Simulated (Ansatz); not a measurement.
# Tungsten, diamond under revPBE: from relaxation to bulk modulus, part 2 of 2

The plan for tungsten in the diamond structure: relax it, solve it on a dense k-mesh, then scale the cell to 7 volumes from 88 to 112 % of the relaxed one and try a fit of the equation of state. Spin polarisation is left out. The k-meshes are 10×10×10 for the relaxation; 15×15×15 for the dense run; 11×11×11 for the volumes.

Ansatz 0.2.0; DFT, revPBE, plane waves (420 eV) with PAW, scalar-relativistic.

## Step 5: The cell scaled to 92 % of its volume

This is W in the diamond structure; at room conditions it is bcc.

The input, input.yaml:

```yaml
crystal:
  lattice:
    - [0.0, 2.8484727717, 2.8484727717]
    - [2.8484727717, 0.0, 2.8484727717]
    - [2.8484727717, 2.8484727717, 0.0]
  atoms:
    - { symbol: W, position: [0.125, 0.125, 0.125] }
    - { symbol: W, position: [0.875, 0.875, 0.875] }
hamiltonian:
  xc: revpbe
  pseudopotentials:
    kind: paw
    azcp:
      W: "pseudopotentials/W.paw.azcp"
basis:
  ecutwfc: 420
  fft_grid_basis: typed
kpoints:
  mp_grid: { grid: [11, 11, 11], shift: [0, 0, 0] }
magnetization:
  spin_polarized: false
scf:
  occupations: { method: fermi_dirac, width: 0.1 }
  lower_state_search: "off"
output:
  stress: true
```

What it wrote, shortened:

```text
Warning: RAYON_NUM_THREADS=2 ignored (pool sized by the plan → 2); use --threads N
[...]
Pseudopotentials: kind: paw
Pseudopotential: W, paw, valence charge 14, recommended cutoff 420 eV (normal), <dir>
Functional definition: revPBE
[...]
Crystal: 2 atoms, lattice volume = 46.224 Å³
Basis set: ecut = 420 eV, 893 PW (Γ)
Bands: 18, of which v1, the nominal top of the filled ones, is band 14 counted from 1 (13 counted from 0)
Symmetry: 48 space group operations
Space group: Fd-3m (ITA 227), of the structure as read, at distance tolerance 3.6e-5 Å
k-points: 56 of 1331
[...]
SCF iter   1: F=—  HF=-20782.449501 eV  |F-HF|=—  |Δ(HF+E_count)|=         —  Δρ=4.98e-3  dr2=3.86e-3  ethr=1.77e-3  ⟨swp⟩=5.0  Hψ=4778  notcnv=0
[...]
SCF iter   6: F=-20782.451626 eV  HF=-20782.451626 eV  |F-HF|=3.06e-9  |Δ(HF+E_count)|=   8.87e-8  Δρ=2.24e-6  dr2=2.34e-9  ethr=1.31e-10  ⟨swp⟩=2.0  Hψ=3323  notcnv=0
[...]
SCF converged after 6 iterations
Free energy (F): -20782.451626 eV
[...]
E sigma→0 (E₀):  -20782.408054 eV
Entropy (-TS):   -0.087144 eV (-43.572 meV/atom)
Fermi energy:    13.664092 eV
[...]
--- Stress (GPa, compression-positive) ---
       11.322443       0.000000       0.000000
        0.000000      11.322443      -0.000000
        0.000000      -0.000000      11.322443
  P = ⅓ Tr σ = 11.3224 GPa (113.224 kbar)
```

It took 1 s on 2 threads of Arm Neoverse V2, shared host; peak memory 0.31 GiB.

## Step 6: The cell scaled to 96 % of its volume

input.yaml: that of step 5 with these lines changed.

```diff
@@ -2,5 +2,5 @@
   lattice:
-    - [0.0, 2.8484727717, 2.8484727717]
-    - [2.8484727717, 0.0, 2.8484727717]
-    - [2.8484727717, 2.8484727717, 0.0]
+    - [0.0, 2.8891707384, 2.8891707384]
+    - [2.8891707384, 0.0, 2.8891707384]
+    - [2.8891707384, 2.8891707384, 0.0]
   atoms:
```

What it wrote, shortened:

```text
Warning: RAYON_NUM_THREADS=2 ignored (pool sized by the plan → 2); use --threads N
[...]
[... 3 set-up lines as earlier in the session ...]
[...]
Crystal: 2 atoms, lattice volume = 48.234 Å³
Basis set: ecut = 420 eV, 941 PW (Γ)
Bands: 18, of which v1, the nominal top of the filled ones, is band 14 counted from 1 (13 counted from 0)
[... 2 set-up lines as earlier in the session ...]
k-points: 56 of 1331
[...]
SCF iter   1: F=—  HF=-20782.551895 eV  |F-HF|=—  |Δ(HF+E_count)|=         —  Δρ=4.63e-3  dr2=4.13e-3  ethr=1.77e-3  ⟨swp⟩=5.1  Hψ=4798  notcnv=0
[...]
SCF iter   6: F=-20782.553404 eV  HF=-20782.553403 eV  |F-HF|=5.03e-9  |Δ(HF+E_count)|=   5.88e-8  Δρ=3.14e-6  dr2=5.21e-9  ethr=1.74e-10  ⟨swp⟩=2.0  Hψ=3382  notcnv=0
[...]
SCF converged after 6 iterations
Free energy (F): -20782.553404 eV
[...]
E sigma→0 (E₀):  -20782.507907 eV
Entropy (-TS):   -0.090993 eV (-45.496 meV/atom)
Fermi energy:    12.911983 eV
[...]
--- Stress (GPa, compression-positive) ---
        5.105886      -0.000000      -0.000000
       -0.000000       5.105886      -0.000000
       -0.000000       0.000000       5.105886
  P = ⅓ Tr σ = 5.1059 GPa (51.059 kbar)
```

Wall time 1 s (2 threads of Arm Neoverse V2, shared host); peak memory 0.32 GiB.

## Step 7: The cell scaled to 100 % of its volume

input.yaml: that of step 6 with these lines changed.

```diff
@@ -2,5 +2,5 @@
   lattice:
-    - [0.0, 2.8891707384, 2.8891707384]
-    - [2.8891707384, 0.0, 2.8891707384]
-    - [2.8891707384, 2.8891707384, 0.0]
+    - [0.0, 2.9287533384, 2.9287533384]
+    - [2.9287533384, 0.0, 2.9287533384]
+    - [2.9287533384, 2.9287533384, 0.0]
   atoms:
@@ -26 +26,5 @@
   stress: true
+  write_density: true
+  write_potential: true
+  elf: true
+  volumetric_format: npy
```

What it wrote, shortened:

```text
Warning: RAYON_NUM_THREADS=2 ignored (pool sized by the plan → 2); use --threads N
[...]
[... 3 set-up lines as earlier in the session ...]
[...]
Crystal: 2 atoms, lattice volume = 50.243 Å³
Basis set: ecut = 420 eV, 941 PW (Γ)
Bands: 18, of which v1, the nominal top of the filled ones, is band 14 counted from 1 (13 counted from 0)
[... 2 set-up lines as earlier in the session ...]
k-points: 56 of 1331
[...]
SCF iter   1: F=—  HF=-20782.583582 eV  |F-HF|=—  |Δ(HF+E_count)|=         —  Δρ=4.53e-3  dr2=5.35e-3  ethr=1.77e-3  ⟨swp⟩=5.1  Hψ=4755  notcnv=0
[...]
SCF iter   6: F=-20782.584304 eV  HF=-20782.584304 eV  |F-HF|=2.12e-8  |Δ(HF+E_count)|=   1.53e-7  Δρ=5.22e-6  dr2=1.48e-8  ethr=3.57e-10  ⟨swp⟩=8.7  Hψ=6124  notcnv=0
[...]
SCF converged after 6 iterations
Free energy (F): -20782.584304 eV
[...]
E sigma→0 (E₀):  -20782.537005 eV
Entropy (-TS):   -0.094597 eV (-47.298 meV/atom)
Fermi energy:    12.222694 eV
[...]
--- Stress (GPa, compression-positive) ---
       -0.015546       0.000000       0.000000
       -0.000000      -0.015546       0.000000
       -0.000000       0.000000      -0.015546
  P = ⅓ Tr σ = -0.0155 GPa (-0.155 kbar)
--- Band table (eV; the first three rows and the last of 56) ---
  k-point 0: bands = ["-60.8618", "-60.5639", "-25.4743", "-25.4743", "-25.4743", "-24.5993", "-24.5993", "-24.5993", "6.1549", "10.4324", "10.4324", "11.1549", "11.1549", "11.1549", "13.7556", "13.7556", "13.7556", "17.4044"]
[...]
```

Run time: 1.5 s. Hardware: 2 threads of Arm Neoverse V2, shared host; peak memory 0.33 GiB.

## Step 8: The cell scaled to 104 % of its volume

input.yaml: that of step 7 with these lines changed.

```diff
@@ -2,5 +2,5 @@
   lattice:
-    - [0.0, 2.9287533384, 2.9287533384]
-    - [2.9287533384, 0.0, 2.9287533384]
-    - [2.9287533384, 2.9287533384, 0.0]
+    - [0.0, 2.9672939863, 2.9672939863]
+    - [2.9672939863, 0.0, 2.9672939863]
+    - [2.9672939863, 2.9672939863, 0.0]
   atoms:
@@ -26,5 +26 @@
   stress: true
-  write_density: true
-  write_potential: true
-  elf: true
-  volumetric_format: npy
```

What it wrote, shortened:

```text
Warning: RAYON_NUM_THREADS=2 ignored (pool sized by the plan → 2); use --threads N
[...]
[... 3 set-up lines as earlier in the session ...]
[...]
Crystal: 2 atoms, lattice volume = 52.253 Å³
Basis set: ecut = 420 eV, 965 PW (Γ)
Bands: 18, of which v1, the nominal top of the filled ones, is band 14 counted from 1 (13 counted from 0)
[... 2 set-up lines as earlier in the session ...]
k-points: 56 of 1331
[...]
SCF iter   1: F=—  HF=-20782.556984 eV  |F-HF|=—  |Δ(HF+E_count)|=         —  Δρ=4.63e-3  dr2=7.35e-3  ethr=1.77e-3  ⟨swp⟩=5.1  Hψ=4744  notcnv=0
[...]
SCF iter   6: F=-20782.556785 eV  HF=-20782.556784 eV  |F-HF|=3.26e-8  |Δ(HF+E_count)|=   3.94e-7  Δρ=5.68e-6  dr2=1.58e-8  ethr=3.57e-10  ⟨swp⟩=4.6  Hψ=3285  notcnv=0
[...]
SCF converged after 6 iterations
Free energy (F): -20782.556785 eV
[...]
E sigma→0 (E₀):  -20782.507765 eV
Entropy (-TS):   -0.098039 eV (-49.020 meV/atom)
Fermi energy:    11.589058 eV
[...]
--- Stress (GPa, compression-positive) ---
       -4.237048      -0.000000       0.000000
       -0.000000      -4.237048       0.000000
        0.000000       0.000000      -4.237048
  P = ⅓ Tr σ = -4.2370 GPa (-42.370 kbar)
```

Wall time 1 s (2 threads of Arm Neoverse V2, shared host); peak memory 0.32 GiB.

## Step 9: The cell scaled to 108 % of its volume

input.yaml: that of step 8 with these lines changed.

```diff
@@ -2,5 +2,5 @@
   lattice:
-    - [0.0, 2.9672939863, 2.9672939863]
-    - [2.9672939863, 0.0, 2.9672939863]
-    - [2.9672939863, 2.9672939863, 0.0]
+    - [0.0, 3.0048586575, 3.0048586575]
+    - [3.0048586575, 0.0, 3.0048586575]
+    - [3.0048586575, 3.0048586575, 0.0]
   atoms:
@@ -26 +26,5 @@
   stress: true
+  write_density: true
+  write_potential: true
+  elf: true
+  volumetric_format: npy
```

What it wrote, shortened:

```text
Warning: RAYON_NUM_THREADS=2 ignored (pool sized by the plan → 2); use --threads N
[...]
[... 3 set-up lines as earlier in the session ...]
[...]
Crystal: 2 atoms, lattice volume = 54.263 Å³
Basis set: ecut = 420 eV, 1067 PW (Γ)
Bands: 18, of which v1, the nominal top of the filled ones, is band 14 counted from 1 (13 counted from 0)
[... 1 set-up line as earlier in the session ...]
Space group: Fd-3m (ITA 227), of the structure as read, at distance tolerance 3.8e-5 Å
k-points: 56 of 1331
[...]
SCF iter   1: F=—  HF=-20782.482251 eV  |F-HF|=—  |Δ(HF+E_count)|=         —  Δρ=4.82e-3  dr2=9.81e-3  ethr=1.77e-3  ⟨swp⟩=5.0  Hψ=4738  notcnv=0
[...]
SCF iter   6: F=-20782.481120 eV  HF=-20782.481120 eV  |F-HF|=4.66e-8  |Δ(HF+E_count)|=   7.20e-7  Δρ=6.30e-6  dr2=1.97e-8  ethr=3.57e-10  ⟨swp⟩=9.6  Hψ=6825  notcnv=0
[...]
SCF converged after 6 iterations
Free energy (F): -20782.481120 eV
[...]
E sigma→0 (E₀):  -20782.430439 eV
Entropy (-TS):   -0.101362 eV (-50.681 meV/atom)
Fermi energy:    11.004679 eV
[...]
--- Stress (GPa, compression-positive) ---
       -7.714155       0.000000      -0.000000
        0.000000      -7.714155      -0.000000
       -0.000000       0.000000      -7.714155
  P = ⅓ Tr σ = -7.7142 GPa (-77.142 kbar)
--- Band table (eV; the first three rows and the last of 56) ---
  k-point 0: bands = ["-62.1593", "-61.9399", "-26.6810", "-26.6810", "-26.6810", "-25.9764", "-25.9764", "-25.9764", "5.2141", "9.4593", "9.4593", "10.0141", "10.0141", "10.0141", "12.4453", "12.4453", "12.4453", "15.7279"]
[...]
```

It took 1.5 s on 2 threads of Arm Neoverse V2, shared host; peak memory 0.33 GiB.

## Step 10: The cell scaled to 112 % of its volume

input.yaml: that of step 9 with these lines changed.

```diff
@@ -2,5 +2,5 @@
   lattice:
-    - [0.0, 3.0048586575, 3.0048586575]
-    - [3.0048586575, 0.0, 3.0048586575]
-    - [3.0048586575, 3.0048586575, 0.0]
+    - [0.0, 3.0415068871, 3.0415068871]
+    - [3.0415068871, 0.0, 3.0415068871]
+    - [3.0415068871, 3.0415068871, 0.0]
   atoms:
```

What it wrote, shortened:

```text
Warning: RAYON_NUM_THREADS=2 ignored (pool sized by the plan → 2); use --threads N
[...]
[... 3 set-up lines as earlier in the session ...]
[...]
Crystal: 2 atoms, lattice volume = 56.273 Å³
Basis set: ecut = 420 eV, 1067 PW (Γ)
Bands: 18, of which v1, the nominal top of the filled ones, is band 14 counted from 1 (13 counted from 0)
[... 2 set-up lines as earlier in the session ...]
k-points: 56 of 1331
[...]
SCF iter   1: F=—  HF=-20782.367596 eV  |F-HF|=—  |Δ(HF+E_count)|=         —  Δρ=5.02e-3  dr2=1.23e-2  ethr=1.77e-3  ⟨swp⟩=5.0  Hψ=4687  notcnv=0
[...]
SCF iter   6: F=-20782.365840 eV  HF=-20782.365840 eV  |F-HF|=6.32e-8  |Δ(HF+E_count)|=   1.09e-6  Δρ=6.79e-6  dr2=2.41e-8  ethr=3.57e-10  ⟨swp⟩=9.9  Hψ=6900  notcnv=0
[...]
SCF converged after 6 iterations
Free energy (F): -20782.365840 eV
[...]
E sigma→0 (E₀):  -20782.313533 eV
Entropy (-TS):   -0.104613 eV (-52.307 meV/atom)
Fermi energy:    10.464009 eV
[...]
--- Stress (GPa, compression-positive) ---
      -10.572364      -0.000000       0.000000
       -0.000000     -10.572364       0.000000
        0.000000       0.000000     -10.572364
  P = ⅓ Tr σ = -10.5724 GPa (-105.724 kbar)
--- Band table (eV; the first three rows and the last of 56) ---
  k-point 0: bands = ["-62.7477", "-62.5585", "-27.2305", "-27.2305", "-27.2305", "-26.5962", "-26.5962", "-26.5962", "4.7980", "9.0200", "9.0200", "9.5051", "9.5051", "9.5051", "11.8600", "11.8600", "11.8600", "14.9772"]
[...]
```

It took 2.1 s on 2 threads of Arm Neoverse V2, shared host; peak memory 0.33 GiB.

## Step 11: The equation of state

All volumes keep the relaxed shape and fractional coordinates.

```tsv
V (Å³/atom)	E − E₀ (meV/atom)	P from the stress (GPa)	P from the fit (GPa)
22.107	157.4	18.89	18.72
23.112	64.5	11.32	11.16
24.117	14.5	5.11	4.95
25.122	0.0	-0.02	-0.15
26.127	14.6	-4.24	-4.37
27.131	53.3	-7.71	-7.84
28.136	111.7	-10.57	-10.72
```

A third-order Birch-Murnaghan fit gives V₀ = 25.088 Å³/atom, B₀ = 116 GPa and B₀′ = 3.8; it misses no point by more than 0.03 meV/atom.

Fit and stress differ a little: one follows E(σ → 0), the other the smeared free energy.

## Step 12: What came out

This closing draws on all 2 parts.

```
                      quantity                               value
space group (spins left aside)                     Fd-3m (No. 227)
             conventional cell                         a = 5.858 Å
                        volume                      25.122 Å³/atom
             shortest distance                             2.536 Å
               gap on the mesh        none (levels filled in part)
               relative to bcc                      +2620 meV/atom
 highest ELF outside the cores  0.53, 1.27 Å from the nearest atom
                   V₀, B₀, B₀′        25.088 Å³/atom, 116 GPa, 3.8
```

**Reading.** The relaxation enlarged the cell by 17.4 % in volume. It lies 2620 meV/atom above the element's reference form at the same level (bcc, from a run of its own). Levels at the Fermi energy are filled in part, as in a metal. B₀ comes out at 116 GPa. Relaxation kept the symmetry; phonons were not checked.
